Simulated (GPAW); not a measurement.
# Magnetic state of 1 ML Co on Pd(111), fcc site, 3 substrate layers from several starts, part 2 of 2

Wanted: the moments of 1 ML Co on Pd(111), fcc site, 3 substrate layers and the energy of each order that was tried.

GPAW 26.7.0; PBE; plane waves with GPAW's PAW setups, scalar-relativistic.

So far. Step 2 (Order 1, typed as ferro +): After 35 cycles the largest moment stands at 2.04 μB.

## Step 3: Order 2, typed as antiferro q=(0,1/2,0) +-

Another pattern of signs weighs the neighbour shells otherwise.

The cell is doubled to 8 atoms to hold this order. Its mesh is chosen so that both cells sample the same points.

Contents of order2.py:

```python
import json
import numpy as np
from ase import Atoms
from ase.parallel import paropen, parprint
from gpaw import GPAW

atoms = Atoms(['Pd', 'Pd', 'Pd', 'Pd', 'Pd', 'Pd', 'Co', 'Co'],
    cell=[[2.752767, 0.0, 0.0],
         [-2.752766, 4.767932, 0.0],
         [0.0, 0.0, 20.586178]],
    scaled_positions=[[0.0, 0.0, 0.340034],
         [0.0, 0.5, 0.340034],
         [0.666667, 0.1666665, 0.449215],
         [0.666667, 0.6666665, 0.449215],
         [0.333333, 0.3333335, 0.558396],
         [0.333333, 0.8333335, 0.558396],
         [0.0, 0.0, 0.659966],
         [0.0, 0.5, 0.659966]],
    pbc=True,
    magmoms=[0.0, 0.0, 0.0, 0.0, 0.0, 0.0, 2.0, -2.0])
atoms.calc = GPAW(mode={'name': 'pw', 'ecut': 500},
    xc='PBE',
    kpts={'size': (14, 7, 1), 'gamma': True},
    occupations={'name': 'fermi-dirac', 'width': 0.05},
    convergence={'density': 1e-05, 'energy': 1e-05},
    maxiter=250,
    symmetry={'tolerance': 1e-4},
    txt='order2.txt')
e = atoms.get_potential_energy(force_consistent=True)
res = {'free_energy': e, 'energy_sigma0': atoms.get_potential_energy(), 'fermi_energy': atoms.calc.get_fermi_level()}
res['moments'] = atoms.get_magnetic_moments().tolist()
res['total'] = atoms.get_magnetic_moment()
parprint('site moments (muB):', np.round(res['moments'], 3))
parprint(f"total moment: {res['total']:.3f} muB")
parprint(f'free energy: {e:.6f} eV')
atoms.calc.write('order2.gpw')
with paropen('results.json', 'w') as f:
    json.dump(res, f)
```

The run is started by

```
> OMP_NUM_THREADS=1 mpirun -n 4 gpaw python order2.py > order2.log
```

Numbers of over 12 decimals in the logs are rounded to 6 here.

Log:

```text
site moments (muB): [-0.01   0.01   0.007 -0.006 -0.049  0.049  1.895 -1.895]
total moment: 0.000 muB
free energy: -35.907282 eV

--- order2.txt ---
Input parameters:
  mode=PW(ecut=500),
  convergence={'density': 1e-05, 'energy': 1e-05},
  kpts=MonkhorstPack(size=(14, 7, 1), gamma=True),
  maxiter=250,
  occupations=Occupations(name='fermi-dirac', width=0.05),
  symmetry=Symmetry(tolerance=0.0001),
  xc=XC(name='PBE')

Diagonalizing LCAO Hamiltonian
Converting LCAO to pw mode

         Co
          PCo

            Pd

             Pd
               Pd

         Pd
           Pd

Atoms  # Å, Bohr magnetons
|   | symbol |         x |        y |         z |    initial magnetic moments |
|---|--------|-----------|----------|-----------|-----------------------------|
| 0 |     Pd |  0.000000 | 0.000000 |  7.000000 | ( 0.0000,  0.0000,  0.0000) |
| 1 |     Pd | -1.376383 | 2.383966 |  7.000000 | ( 0.0000,  0.0000,  0.0000) |
| 2 |     Pd |  1.376385 | 0.794655 |  9.247620 | ( 0.0000,  0.0000,  0.0000) |
| 3 |     Pd |  0.000002 | 3.178621 |  9.247620 | ( 0.0000,  0.0000,  0.0000) |
| 4 |     Pd | -0.000001 | 1.589311 | 11.495239 | ( 0.0000,  0.0000,  0.0000) |
| 5 |     Pd | -1.376384 | 3.973277 | 11.495239 | ( 0.0000,  0.0000,  0.0000) |
| 6 |     Co |  0.000000 | 0.000000 | 13.586178 | ( 0.0000,  0.0000,  2.0000) |
| 7 |     Co | -1.376383 | 2.383966 | 13.586178 | ( 0.0000,  0.0000, -2.0000) |

Unit cell  # Å
| periodic |         x |        y |         z |   lengths |     angles |
|----------|-----------|----------|-----------|-----------|------------|
|      yes |  2.752767 | 0.000000 |  0.000000 |  2.752767 |  90.000000 |
|      yes | -2.752766 | 4.767932 |  0.000000 |  5.505533 |  90.000000 |
|      yes |  0.000000 | 0.000000 | 20.586178 | 20.586178 | 119.999993 |

Number of symmetries: 1

BZ-sampling:
  Number of BZ points: 98
  Number of IBZ points: 50

  Monkhorst-Pack size: [14, 7, 1]
  Monkhorst-Pack shift: [0.035714, 0.0, 0.0]

Plane wave coefficients: 6927
Cutoff: 500.0 eV

Spin-components: 2 (collinear spins)
Bands:           73
Projectors:      48
Spin-degeneracy: 1
Datatype:        complex128

Parallelization:
  kpt:    4
  domain: 1
  band:   1

Density:
  Valence electrons: 114.0
  Components: 2
  Grid points: [ 15  30 108]
  Charge: 0.0  # |e|

Potential:
  Grid points: [ 15  30 108]

[... setups left out ...]
Reference energy: -899170.364120  # eV

eigensolver:
  PPCG
  Converge bands: occupied
  niter=2

density mixing:
  MSR1-Mixer
  Pratt-step length: 0.05
  Maximum mixing coefficient: 0.75
  Old densities: 10
  SVD Regularization: 0.005
  Good broyden scale: 1.0
  Trust region scale: 1.0
  Backstep threshold: 4.0
  History deletion threshold: 6.0
  Fourier metric: weight=20.0, sigma=0.015

occupation numbers:
  Fermi-Dirac:
    width: 0.0500  # eV

poisson solver:
  ecut: 4000.0  # eV

xc functional:
  name: PBE with 2 nearest neighbor stencil

convergence criteria:
- Maximum integral of absolute [dens]ity change: 1e-05 electrons / valence electron
- Maximum [total energy] change in last 3 cyles: 1e-05 eV / valence electron
- Maximum integral of absolute [eigenst]ate change: 4e-08 eV^2 / valence electron
maximum number of iterations: 250

SCF iterations
|iter     |      energy | eigst |  dens |  magmom |
|---------|-------------|-------|-------|---------|
|iter:   1|       0s |  -70.190376 | +0.41 |       |  +0.0000|
|iter:   2|      20s |  -92.160489 | +0.20 | -0.65 |  -0.0000|
|iter:   3|      41s |  -44.796526 | -0.44 | -0.68 |  -0.0000|
|iter:   4|      62s |  -45.373102 | -0.54 | -0.80 |  -0.0000|
|iter:   5|      83s |  -49.058082 | -0.63 | -0.82 |  +0.0000|
|iter:   6|     103s |  -42.128319 | -0.95 | -0.86 |  +0.0000|
|iter:   7|     124s |  -50.304108 | -0.97 | -0.95 |  +0.0000|
|iter:   8|     145s |  -39.353218 | -0.92 | -0.86 |  +0.0000|
|iter:   9|     165s |  -36.791861 | -1.04 | -1.01 |  +0.0000|
|iter:  10|     186s |  -36.743794 | -1.46 | -1.25 |  -0.0000|
[... 49 iterations left out ...]
|iter:  60|    1246s |  -35.841183c| -7.85c| -4.71 |  +0.0001|
|iter:  61|    1255s |  -35.841180c| -7.83c| -4.77 |  +0.0001|
|iter:  62|    1276s |  -35.841173c| -7.57c| -4.81 |  +0.0001|
|iter:  63|    1297s |  -35.841175c| -7.70c| -4.37 |  +0.0001|
|iter:  64|    1307s |  -35.841170c| -7.50c| -4.85 |  +0.0000|
|iter:  65|    1319s |  -35.841165c| -7.48c| -4.94 |  +0.0001|
|iter:  66|    1340s |  -35.841163c| -7.98c| -4.88 |  +0.0000|
|iter:  67|    1353s |  -35.841153c| -7.59c| -4.59 |  +0.0001|
|iter:  68|    1362s |  -35.841162c| -7.77c| -4.19 |  +0.0001|
|iter:  69|    1372s |  -35.841158c| -8.20c| -5.14c|  +0.0001|

Converged in 69 steps
Energy contributions relative to reference atoms: (reference = -899170.364120)

Energy contributions:
  Kinetic:          -2.352342
  Coulomb:         -22.643250
  Zero:             -0.842980
  External:          0.000000
  Xc:               -9.936463
  Entropy:          -0.132247
  Spinorbit:         0.000000
  ----------------------------
  Free energy:     -35.907282
  Extrapolated:    -35.841158

dipole moment: (-15.503749, -26.874573, 0.078089)  # |e|*Ang

Total magnetic moment: (0.000000, 0.000000, 0.000052)

Local magnetic moments
|        x |        y |         z |
|----------|----------|-----------|
| 0.000000 | 0.000000 | -0.009954 |  # Pd   0
| 0.000000 | 0.000000 |  0.009972 |  # Pd   1
| 0.000000 | 0.000000 |  0.006509 |  # Pd   2
| 0.000000 | 0.000000 | -0.006480 |  # Pd   3
| 0.000000 | 0.000000 | -0.049174 |  # Pd   4
| 0.000000 | 0.000000 |  0.049184 |  # Pd   5
| 0.000000 | 0.000000 |  1.895395 |  # Co   6
| 0.000000 | 0.000000 | -1.895400 |  # Co   7

Fermi level: 1.134
Eigenvalues  # (at kpt = [0.000, 0.000, 0.000])
| band index |      eig [eV] | occ [0-1] |      eig [eV] | occ [0-1] |
|------------|---------------|-----------|---------------|-----------|
|          0 |       -49.107 |     1.000 |       -49.107 |     1.000 |
|        ... |               |           |               |           |
|         48 |         0.259 |     1.000 |         0.259 |     1.000 |
|         49 |         0.375 |     1.000 |         0.375 |     1.000 |
|         50 |         0.615 |     1.000 |         0.615 |     1.000 |
|         51 |         0.780 |     0.999 |         0.780 |     0.999 |
|         52 |         0.837 |     0.997 |         0.837 |     0.997 |
|         53 |         0.937 |     0.981 |         0.937 |     0.981 |
|         54 |         0.959 |     0.971 |         0.959 |     0.971 |
|         55 |         0.999 |     0.937 |         0.999 |     0.937 |
|         56 |         1.162 |     0.361 |         1.162 |     0.361 |
|         57 |         1.228 |     0.132 |         1.228 |     0.132 |
|         58 |         1.451 |     0.002 |         1.451 |     0.002 |
|         59 |         1.458 |     0.002 |         1.458 |     0.002 |
|         60 |         1.511 |     0.001 |         1.511 |     0.001 |
|         61 |         1.665 |     0.000 |         1.665 |     0.000 |
|         62 |         2.322 |     0.000 |         2.322 |     0.000 |
|         63 |         2.420 |     0.000 |         2.420 |     0.000 |
|        ... |               |           |               |           |
|         72 |         8.810 |     0.000 |         8.810 |     0.000 |

No gap
No difference between direct/indirect transitions
```

It took 23 min on 4 MPI ranks of Arm Neoverse V2, shared host; peak memory 2.1 GiB.

Spin moment in the augmentation sphere by atom:

| atom | spin moment in the augmentation sphere (μB) |
| --- | --- |
| Pd1 | -0.01 |
| Pd2 | 0.01 |
| Pd3 | 0.01 |
| Pd4 | -0.01 |
| Pd5 | -0.05 |
| Pd6 | 0.05 |
| Co7 | 1.90 |
| Co8 | -1.90 |

Read from the output:

```
magnetization : 0 μB
final state   : antiferromagnetic
```

It lies 230 meV a seeded atom over the first start, and its largest moment is 1.90 μB against 2.04 μB.

## Step 4: Run 3 (no spin polarisation)

This run holds no moments, which gives a state to set the others against.

Contents of nospin.py:

```python
import json
import numpy as np
from ase import Atoms
from ase.parallel import paropen, parprint
from gpaw import GPAW

atoms = Atoms(['Pd', 'Pd', 'Pd', 'Co'],
    cell=[[2.752767, 0.0, 0.0],
         [-1.376383, 2.383966, 0.0],
         [0.0, 0.0, 20.586178]],
    scaled_positions=[[0.0, 0.0, 0.340034],
         [0.666667, 0.333333, 0.449215],
         [0.333333, 0.666667, 0.558396],
         [0.0, 0.0, 0.659966]],
    pbc=True)
atoms.calc = GPAW(mode={'name': 'pw', 'ecut': 500},
    xc='PBE',
    kpts={'size': (14, 14, 1), 'gamma': True},
    occupations={'name': 'fermi-dirac', 'width': 0.05},
    convergence={'density': 1e-05, 'energy': 1e-05},
    maxiter=250,
    symmetry={'tolerance': 1e-4},
    txt='nospin.txt')
e = atoms.get_potential_energy(force_consistent=True)
res = {'free_energy': e, 'energy_sigma0': atoms.get_potential_energy(), 'fermi_energy': atoms.calc.get_fermi_level()}
parprint(f'free energy: {e:.6f} eV')
atoms.calc.write('nospin.gpw')
with paropen('results.json', 'w') as f:
    json.dump(res, f)
```

The run is started by

```
> OMP_NUM_THREADS=1 mpirun -n 4 gpaw python nospin.py > nospin.log
```

Log:

```text
free energy: -17.598294 eV

--- nospin.txt ---
Input parameters:
  mode=PW(ecut=500),
  convergence={'density': 1e-05, 'energy': 1e-05},
  kpts=MonkhorstPack(size=(14, 14, 1), gamma=True),
  maxiter=250,
  occupations=Occupations(name='fermi-dirac', width=0.05),
  symmetry=Symmetry(tolerance=0.0001),
  xc=XC(name='PBE')

Diagonalizing LCAO Hamiltonian
Converting LCAO to pw mode

       Co

        Pd

           Pd

[...]
|          0 |       -49.273 |     2.000 |
|        ... |               |           |
|         22 |        -0.624 |     2.000 |
|         23 |        -0.111 |     2.000 |
|         24 |        -0.055 |     2.000 |
|         25 |        -0.055 |     2.000 |
[...]
|         35 |         6.225 |     0.000 |
|         36 |         7.671 |     0.000 |
|         37 |         8.829 |     0.000 |
|         38 |        11.206 |     0.000 |

No gap
No difference between direct/indirect transitions

[key lines of the parts left out:]
Free energy:     -17.598294
Converged in 30 steps
dipole moment: (-7.757215, -13.420050, 0.016178)  # |e|*Ang
Fermi level: 0.991
```

Elapsed: 34 s, on 4 MPI ranks; peak memory 0.86 GiB.

Numbers from this step:

* final state: non-magnetic (no spin polarisation)

It lies 586 meV a seeded atom over the first start.

## Step 5: The states side by side

These are free energies at a smearing of 0.05 eV, so its entropy term is in the differences. They are divided by the number of seeded atoms, so that cells of unlike size compare. Wavevectors q in the names are fractions of the reciprocal vectors of the first run's cell.

Orders:

| start | final state | typed order kept | energy over the lowest (meV a seeded atom) | largest site moment (μB) | net moment (μB a primitive cell) | mesh matched | CPU time (s) |
| --- | --- | --- | --- | --- | --- | --- | --- |
| ferro + | ferromagnetic | yes | 0 | 2.038 | 2.668 | yes | 316.9 |
| antiferro q=(0,1/2,0) +- | antiferromagnetic | yes | 230.4 | 1.895 | 0 | yes | 5614 |
| no spin polarisation | non-magnetic | - | 585.8 | 0 | 0 | yes | 134.4 |

## Step 6: Summary of results

```yaml
lowest_state_found: ferromagnetic (typed ferro +)
largest_site_moment: 2.04 μB
next_state: antiferromagnetic, 230 meV a seeded atom higher
energy_gained_by_spin_polarisation: 586 meV a seeded atom
```

The lowest state found is ferromagnetic, reached from the start ferro +, with moments up to 2.04 μB. The next state costs 230 meV a seeded atom. This is the lowest of 3 finished starts, no proof of the ground state.

[Logs and program files are shortened in this print: banners, set-up blocks, solver, clock and traceback lines can be left out without a mark of their own.]

[Logs are printed without paths, hosts, clocks, repeated set-up lines and the standing remarks that a program may print on its own settings, such as how far it seeks lower states.]

[Hosts, paths, dates, database ids (printed as entryN), source tags and the programs' standing remarks are cut or masked in the printed files.]

[Where a cell is said to come from a database of computed structures, the database is the Materials Project.]
